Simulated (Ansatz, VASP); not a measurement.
**Two plane-wave programs on Ni**

The input INCAR:

```
PREC = Accurate ; ENCUT = 520
EDIFF = 1E-7 ; ISMEAR = -1
SIGMA = 0.05 ; LREAL = F
LASPH = T ; NELM = 150
ALGO = Normal ; ISIF = 2
LWAVE = F ; LCHARG = F
ISPIN = 2 ; MAGMOM = 1
LORBIT = 11 ; LMAXMIX = 4
GGA = PE ; NBANDS = 15
```

Contents of KPOINTS:

```
regular mesh
0
Gamma
  13 13 13
```

The input POSCAR:

```
Ni
1.0
   -1.3744285092      1.3744285092      1.3744285092
    1.3744285092     -1.3744285092      1.3744285092
    1.3744285092      1.3744285092     -1.3744285092
Ni
1
Direct
    0.0000000000      0.0000000000      0.0000000000
```

input.yaml

```yaml
crystal:
  lattice:
    - [-1.3744285092, 1.3744285092, 1.3744285092]
    - [1.3744285092, -1.3744285092, 1.3744285092]
    - [1.3744285092, 1.3744285092, -1.3744285092]
  atoms:
    - { symbol: Ni, position: [0.0, 0.0, 0.0], spin: 1.0 }
hamiltonian:
  xc: pbe
  pseudopotentials: { kind: paw }
magnetization:
  spin_polarized: true
kpoints:
  mp_grid: { grid: [13, 13, 13] }
scf:
  occupations: { method: fermi_dirac, width: 0.05 }
output:
  forces: true
  stress: true
  eigenvalues: true
```

Change from the starting cell: volume scaled by 0.98.

Alike in both runs: task single point; functional PBE; k mesh 13 × 13 × 13; occupations fermi-dirac, width 0.05 eV; collinear spin, ferromagnetic start.

```csv
,VASP,Ansatz
version,VASP 6.6.1,Ansatz 0.2.0
potentials or method,"VASP PAW PBE potentials, release 64 (Ni)",Ansatz PAW
plane-wave cutoff (eV),520,420
valence electrons in the cell,10,18
```

Ansatz gave:

- gap on the k mesh at the Fermi level (eV): none
- pressure (GPa): 12.6
- net moment per atom (μB): 0.58
- size of the moment on the site where the two differ most (μB): 0.60

Question: Which values does VASP return?

Answer: gap on the k mesh at the Fermi level (eV): none; pressure (GPa): 12.4; net moment per atom (μB): 0.56; size of the moment on the site where the two differ most (μB): 0.57.

Site moments also hang on the region over which each program counts them. A gap of «none» marks a metal or a gap that the smearing closes. The functional is the same, so the differences come from potentials, cutoffs and numerics. The two sets of potentials don't hold the same shells in valence.
